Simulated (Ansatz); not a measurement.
## ZrO2 under a change: uniaxial strain ε_yy = +1.28 %

Take ZrO₂ in the fluorite structure (space group Fm-3m, No. 225; a = 5.0891 Å) as the base. Axes: x, y, z lie along the cube axes.

The change: the cell is stretched by 1.28 % along y with no lateral relaxation, atoms relaxed at fixed cell.

Calculations: Kohn–Sham DFT with the r2SCAN functional, run in Ansatz (a program for electronic structure) with PAW and 500 eV plane waves, spin-orbit coupling left out, earlier PAW set. Γ-centred 11×11×11 mesh, Fermi–Dirac width 0.05 eV.

The space group becomes I4/mmm (No. 139) (base: Fm-3m (No. 225)) and the shortest interatomic distance grows by 0.009 Å, from 2.204 Å to 2.213 Å. The energy grows by 3.1 meV/atom and the pressure (mean of the normal stresses, compression positive) decreases by 3.17 GPa to -3.18 GPa. The band gap decreases by 0.15 eV to 3.74 eV and the gap character amounts to indirect, X → Γ. The smallest direct gap decreases by 0.10 eV to 4.19 eV and the electron mass comes out as 0.52 mₑ along y, 1.2 mₑ across (at Γ). The valley order (the lowest conduction-band minima on the path, energy above the VBM, named in the base's zone) becomes Γ 3.74 eV; X along [010] 4.18 eV; X along [100] 4.19 eV; a point along [101], about 0.9 Å⁻¹ from Γ 4.26 eV (base: Γ 3.89 eV; a point along ⟨110⟩, about 0.8 Å⁻¹ from Γ 4.29 eV; X along ⟨100⟩ 4.29 eV; L along ⟨111⟩ 4.49 eV) and the stress (xx, yy, zz, yz, xz, xy; compression positive) amounts to (-1.26, -7.03, -1.26, 0.00, 0.00, 0.00) GPa.

Final structure:

```yaml
crystal:
  lattice:
    - [0.00000, 2.57714, 2.54457]
    - [2.54457, 0.00000, 2.54457]
    - [2.54457, 2.57714, 0.00000]
  atoms:
    - { symbol: Zr, position: [0.00000, 0.00000, 0.00000] }
    - { symbol: O, position: [0.25000, 0.25000, 0.25000] }
    - { symbol: O, position: [0.75000, 0.75000, 0.75000] }
```

Masses are band curvatures over ±0.01 Å⁻¹ around the edge. Whether these cells are dynamically stable was not tested. This is not the structure that ZrO2 has at room temperature and ambient pressure. Labels are those of the standard path for the cell's own space group.
